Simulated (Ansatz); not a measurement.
A single-point calculation of wurtzite BN with the plane-wave code Ansatz, at the level r2SCAN. The cell was relaxed with r2SCAN and then strained (uniaxial -2.0 % along z, other directions held), with the atoms relaxed again with r2SCAN; k points keep the names of the unstrained zone.

input.yaml:
```yaml
crystal:
  lattice:
    - [2.5439499996, 0.0, 0.0]
    - [-1.2719749998, 2.2031253256, 0.0]
    - [0.0, 0.0, 4.1236590347]
  atoms:
    - { symbol: B, position: [0.3333333333, 0.6666666667, 0.000102031] }
    - { symbol: B, position: [0.6666666667, 0.3333333333, 0.500102031] }
    - { symbol: "N", position: [0.3333333333, 0.6666666667, 0.374897969] }
    - { symbol: "N", position: [0.6666666667, 0.3333333333, 0.874897969] }
kpoints:
  mp_grid: { grid: [12, 12, 6] }
  band_path:
    path:
      - [0.0, 0.0, 0.0]
      - [0.5, 0.0, 0.0]
      - [0.3333333333, 0.3333333333, 0.0]
      - [0.0, 0.0, 0.5]
      - [0.5, 0.0, 0.5]
      - [0.3333333333, 0.3333333333, 0.5]
      - [0.1, 0.0, 0.0]
    npoints: 1
hamiltonian:
  xc: r2scan
scf:
  occupations: { method: fixed }
  n_extra_bands: 5
output:
  forces: true
  stress: true
  eigenvalues: true
```

Command: `ansatz run input.yaml --threads 2 --pin off --max-ram 20275MiB --backend cpu --events-out ev --progress --plain --runs-dir out`. It took 2.2 s on 2 threads of AMD EPYC 7R13 Processor (Zen 3), on a shared host, load about 1.7 per core; peak host memory 0.57 GiB.

The output, standing remarks left out:
```
Functional definition: r2SCAN
Crystal: 4 atoms, lattice volume = 23.112 Å³
Basis set: ecut = 500 eV, 579 PW (Γ)
Bands: 13, of which v1, the nominal top of the filled ones, is band 8 counted from 1 (7 counted from 0)
Symmetry: 12 space group operations
Space group: P63mc (ITA 186)
k-points: 76 of 864 (time reversal used)
SCF converged after 6 iterations
Free energy (F): -1087.903308 eV
Fermi energy:    11.512188 eV
--- Stress (GPa, compression-positive) ---
        1.309071       0.000000       0.000000
        0.000000       1.309071       0.000000
        0.000000       0.000000      22.879996
  P = ⅓ Tr σ = 8.4994 GPa (84.994 kbar)
--- Band table (eV; the first three rows and the last of 76) ---
  k-point 0: bands = […, 0.0573, 9.1020, 9.1020, 11.3090, 11.5122, 11.5122, 20.5295, 20.5295, 21.5600, 21.6460, …]
  k-point 1: bands = […, 0.9912, 9.2347, 9.2347, 10.4145, 11.3108, 11.3108, 20.7430, 20.7430, 21.5692, 21.7491, …]
  k-point 2: bands = […, 3.1003, 8.2673, 9.6132, 9.6132, 10.7996, 10.7996, 21.3416, 21.3416, 21.6035, 21.7580, …]
  k-point 75: bands = […, 2.1053, 2.1053, 3.4167, 3.4167, 8.4277, 8.4277, 22.0229, 22.0229, 22.7995, 22.7995, …]
```

The rows of the band table are 0: (0, 0, 0) = Γ, 1: (0, 0, 1/6), 2: (0, 0, 1/3), 75: (1/3, 1/3, -1/2) = H.

bands.tsv, columns around the gap (it counts bands from 0):
```tsv
# k_distance	band_3	band_4	band_5	band_6	band_7	band_8	band_9	band_10	band_11
# fermi_ev = 11.512188
# [0, 0, 0] at k_distance = 0.000000
# [0.5, 0, 0] at k_distance = 1.425971
# [0.3333333333, 0.3333333333, 0] at k_distance = 2.249256
# [0, 0, 0.5] at k_distance = 4.063532
# [0.5, 0, 0.5] at k_distance = 5.489503
# [0.3333333333, 0.3333333333, 0.5] at k_distance = 6.312788
# [0.1, 0, 0] at k_distance = 7.912656
# levels_relative_to = fermi_ev
0.000	-2.410	-2.410	-0.203	0.000	0.000	9.017	9.017	10.048	10.134
1.426	-8.087	-7.344	-5.407	-4.656	-2.152	7.185	8.847	11.410	12.371
2.249	-7.542	-7.542	-5.777	-5.777	-5.558	5.814	14.951	15.171	15.171
4.064	-5.850	-1.338	-1.338	-1.338	-1.338	10.161	10.161	10.711	10.711
5.490	-10.576	-4.038	-4.038	-3.675	-3.675	7.352	7.352	11.020	11.020
6.313	-9.407	-8.096	-8.096	-3.085	-3.085	10.511	10.511	11.287	11.287
7.913	-3.423	-2.824	-0.847	-0.440	-0.222	8.756	9.467	10.407	10.802
```
In order the rows are Γ, M, K, A, L, H, Γ–M (0.20).

The r2SCAN gap is indirect, 5.81 eV (Γ to K), below the direct gap of 8.97 eV at Γ–M (0.33 of the way from Γ). The gap is the least over the mesh and the extra points. With the atoms held, the mean pressure is +8.50 GPa (compression positive).

Calculated for a static, non-magnetic cell.
